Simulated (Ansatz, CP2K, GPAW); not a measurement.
# Pt: programs and potentials compared

```xyz
1
Lattice="2.7731 0.0000 0.0000 1.3866 2.4016 0.0000 1.3866 0.8005 2.2643" Properties=species:S:1:pos:R:3 pbc="T T T"
Pt    0.0000    0.0000    0.0000
```

Alike in all runs: task single point; functional RPBE; k mesh 12 × 12 × 12; occupations gaussian, width 0.02 eV; no spin polarisation; no spin-orbit coupling. Pressure is positive in compression and, in plane waves, holds the error of the finite cutoff, which Ansatz's Pulay term estimates and takes out.

```csv
program and potentials,plane-wave cutoff (eV),notes,band gap (eV),pressure (GPa)
"Ansatz, Ansatz PAW",420,"potentials made for PBE, which Ansatz adapts in part; 18 valence electrons an atom on average; Pulay term of +0.09 GPa included",no gap,14.49
"GPAW, the program's PAW data sets (release 1.2.1) made for this functional",600,16 valence electrons an atom on average,no gap,14.46
"CP2K, POTENTIAL_UZH Pt GTH-PBE-q18; TZVP-MOLOPT-PBE-GTH basis",-,atomic basis; potentials made for PBE; 18 valence electrons an atom on average,no gap,14.07
```

None finds a gap. The pressure spans 14.07 (CP2K, POTENTIAL_UZH Pt GTH-PBE-q18; TZVP-MOLOPT-PBE-GTH basis) to 14.49 GPa (Ansatz, Ansatz PAW). Some sets were made for another functional than the one run, which can shift their rows. The cell lies far from this level's equilibrium. Rows in atomic bases carry the error of their basis and grid, which can be large.

The functional is the same throughout but for its coding, so the spread measures potentials, basis and numerics; runs on potential files found faulty are left out.
